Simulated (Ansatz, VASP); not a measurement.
# Tl in VASP and in Ansatz

```
Tl
1.0
     3.40929    0.00000    0.00000
    -1.70464    2.95253    0.00000
     0.00000    0.00000    5.45033
Tl
2
Cartesian
  0.0000 1.9684 1.3626
  1.7046 0.9842 4.0877
```

Change from the starting cell: volume scaled by 0.96, PAW files.

Alike in both runs: task electric field gradients; functional LDA; k mesh 11 × 11 × 6; occupations fermi-dirac, width 0.05 eV; no spin polarisation.

|  | VASP | Ansatz |
| --- | --- | --- |
| version | VASP 6.6.1 | Ansatz 0.2.0 |
| potentials or method | VASP PAW LDA potentials, release 64 (Tl_d) | PAW with Ansatz's default frozen-core files, scalar-relativistic |
| plane-wave cutoff (eV) | 520 | 420 |
| valence electrons in the cell | 26 | 26 |

Ansatz gave:

| Quantity | Value |
| --- | --- |
| pressure (GPa) | -0.3 |
| largest component of the traceless stress (GPa) | 0.19 |
| Vzz of the field gradient on the site that differs most (V/Å²) | -25.4 |

Question: Estimate VASP's values.

Answer: Pressure (GPa): -0.2; largest component of the traceless stress (GPa): 0.24; Vzz of the field gradient on the site that differs most (V/Å²): -25.4.

Ansatz warned: «gradients_without_spin_orbit».

The runs have no spin-orbit coupling, so splittings on Tl are missing.
